## Question

NiSi₂ has the fluorite structure, in which each Ni atom touches eight Si atoms. The table gives its static energy, calculated with the PBE functional, at several volumes per atom. The crystal stays cubic, so all distances grow or shrink together. The energy is counted from the minimum of a curve fitted to the calculated points.

NiSi₂ in the fluorite structure (Fm-3m, 3-atom cell), calculated with SIRIUS 7.12.0 using all-electron FP-LAPW and PBE, with collinear spins and no spin-orbit coupling or dispersion correction. The k mesh is 9×9×9, with Fermi-Dirac smearing of 0.05 eV. The cell is scaled uniformly, and energies are counted from the minimum of the fitted equation of state.

```
volume (Å³/atom)  energy (meV/atom)
           12.38              48.09
           12.64              27.25
           12.90              12.65
           13.17               3.84
           13.43               0.12
           13.69               1.26
           13.96                  ?
```

(a) Predict the energy at 13.96 Å³/atom and give a range.

(b) A colleague draws a parabola in the volume through the known points and reads off the energy at 13.96. Is the reading too high or too low, and why?

## Model answer

The volumes rise in even steps, each 2 % of the given cell at 13.17 Å³/atom. The curvature can therefore be read from the second difference, the amount by which one energy step differs from the step before it. It falls from 6.24 meV/atom at the compressed end to 4.86 at the stretched end. The crystal becomes softer as it expands, and the forecast has to carry this softening one step further.

The table doesn't test the cause, but standard physics supplies a likely one for the larger part of the fall; the rest is geometry, as the formula below shows. Neighbouring atoms repel each other through the overlap of their electron clouds, and this repulsion steepens quickly as they approach. A diatomic molecule behaves in the same way: pushing its nuclei together costs more than pulling them apart by the same small distance. The comparison is only qualitative, since the molecule has one distance where the crystal has many.

The softening can be built into the curve by the choice of variable. Let E be the energy, V the volume, P = −dE/dV the pressure and B = −V dP/dV the bulk modulus, the resistance to compression. Suppose that E is a parabola in some power of the volume, with its minimum at V₀:

E = ½C(Vᵖ − V₀ᵖ)²

Differentiating this and setting V = V₀ gives B = Cp²V₀²ᵖ⁻¹ and V dB/dV = (3p − 2)B. Since V dP/dV = −B, the modulus changes with pressure as

dB/dP = 2 − 3p

A parabola in the volume itself has p = 1 and a slope of −1, so pressure would soften the crystal. A parabola in V^(−2/3), which is one over a length squared, has a slope of +4. With the energy zero left free, both have three constants, but only the second stiffens under pressure as repelling atoms should. It is the second-order Birch-Murnaghan form, and a cubic term turns it into the third-order form, whose slope is free.

The formula also limits the diatomic picture. Bonds that were perfect springs in their length would give a parabola in V^(1/3), with a slope of +1. The second difference follows B/V, which near the minimum falls in proportion to dB/dP + 1. For a slope near 4, about two fifths of its fall is therefore expected from using volume in place of length, and only the rest from bonds that resist shortening more than stretching.

For (a), the third-order form was fitted to the six known rows; the row at 13.96 took no part. With u = (13.17/V)^(2/3) − 1, the fit in meV/atom is

E = 3.803 + 463.6u + 14069u² − 2534u³

The asked volume is 1.06 times that of the given cell, so u = −0.0381 and

E = 3.80 − 17.66 + 20.42 + 0.14 = 6.70

The forecast is about **6.7 meV/atom, range 6.3 to 7.1**. The known points scatter slightly about the curve, and one step outside them this scatter grows to a standard error of about 0.14 (taking the steps in u as even, which should slightly overstate it). Six points less four constants leave only two to judge the scatter by, so the range is three standard errors wide on each side, for roughly nine chances in ten. It assumes that the crystal keeps its electronic state on the last step; the known rows show no kink.

The fit puts the minimum at 13.50 Å³/atom. An equal compression from there would cost 7.4 meV/atom, more than the forecast for the stretch. The lattice constant at this minimum is 0.8 % longer than in the given cell, so with PBE the given cell is already slightly compressed.

For (b), the colleague's reading should be too high, near 8.7 meV/atom. A parabola in the volume has the same second difference everywhere, here 2 × 6849 × 0.02² = 5.5 meV/atom. That is a compromise between the stiff and the soft end of the known rows. Carried to the stretched side, it bends the curve upwards too strongly.

## Computed value

The withheld rows as computed:

```
volume (Å³/atom)  energy (meV/atom)
           13.96               6.67
```

## Remarks on the reasoning

The computed energy is 6.67 meV/atom, and the forecast is 0.03 too high. This is well inside the standard error and agrees with a curve that simply continues. One point can't show whether the width of the range was well chosen. The stretch also costs less than the equal compression, though the energy of the latter is read from the fit.

The parabola in the volume misses by 2.0 meV/atom, or 30 % of the computed energy. The parabola in V^(−2/3) gives 6.56, only 0.11 too low, with the same number of constants. Between these two curves with three constants, the choice of variable was thus decisive. The variable V^(−2/3) works because its fixed slope of 4 lies near the slope fitted for this crystal; a power whose slope 2 − 3p lies further off should miss by more, even if it contains some softening. A cubic term in the plain volume could also carry the softening, at the price of a fourth constant. In the Birch-Murnaghan form, the fourth constant changed the forecast by only 0.14 meV/atom.

An answer that claims to have measured the slope dB/dP accurately should lose marks. The six rows give 3.65 with a standard error of about 0.25, so these rows alone can't exclude a slope of exactly 4; the calculation's own fit to all seven points gives 3.71, also somewhat below 4. The bulk modulus is better determined: the six rows give 144.9 GPa, against 144.5 GPa from the calculation's own fit. That fit was known before the forecast and includes the seventh point, so the agreement is a check of consistency and no independent test.

The range in (a) covers the scatter along this PBE curve. It doesn't cover the error of the functional or of the k mesh, whose convergence is untested here. For a similar crystal, the same reasoning gives a first guess: for a given relative change in volume, bulk modulus times volume sets how steeply the energy rises on both sides of the minimum, and dB/dP sets how much cheaper the stretched side is. The printed analysis below gives the three fits and their misses.

The analysis program printed:

```
fit of energy on 6 rows: constant 3.803 +/- 0.025, coefficient of u 463.6 +/- 1.6, coefficient of u**2 14069 +/- 54, coefficient of u**3 -2534 +/- 1798; rms 0.0209, worst 13.17 -0.0372, leave-one-out rms 0.0785
  rows outside the fit (model, value, miss): 13.96 6.703, 6.67, 0.0328
fit of energy on 6 rows: constant 3.82 +/- 0.025, coefficient of u 461.8 +/- 0.95, coefficient of u**2 14007 +/- 37; rms 0.0295, worst 13.43 0.0534, leave-one-out rms 0.0814
  rows outside the fit (model, value, miss): 13.96 6.561, 6.67, -0.109
fit of energy on 6 rows: constant 3.596 +/- 0.24, coefficient of w -326.4 +/- 5.6, coefficient of w**2 6849 +/- 159; rms 0.275, worst 12.64 0.359, leave-one-out rms 0.873
  rows outside the fit (model, value, miss): 13.96 8.67, 6.67, 2
first second difference of the energy, compressed side (meV/atom): 6.24
last known second difference, stretched side (meV/atom): 4.86
forecast at 13.96, third-order form (meV/atom): 6.703
one standard error of this forecast (meV/atom): 0.1356
volume parabola less third-order forecast at 13.96 (meV/atom): 1.967
energy at equal compression from the minimum, third-order form (meV/atom): 7.449
equilibrium volume from six rows (angstrom^3/atom): 13.5
lattice constant at the minimum above that of the given cell (%): 0.8304
bulk modulus from six rows (GPa): 144.9
bulk modulus from six rows less the run's own value (GPa): 0.3844
pressure slope of the modulus from six rows (no unit): 3.649
rough standard error of that slope (no unit): 0.2531
```
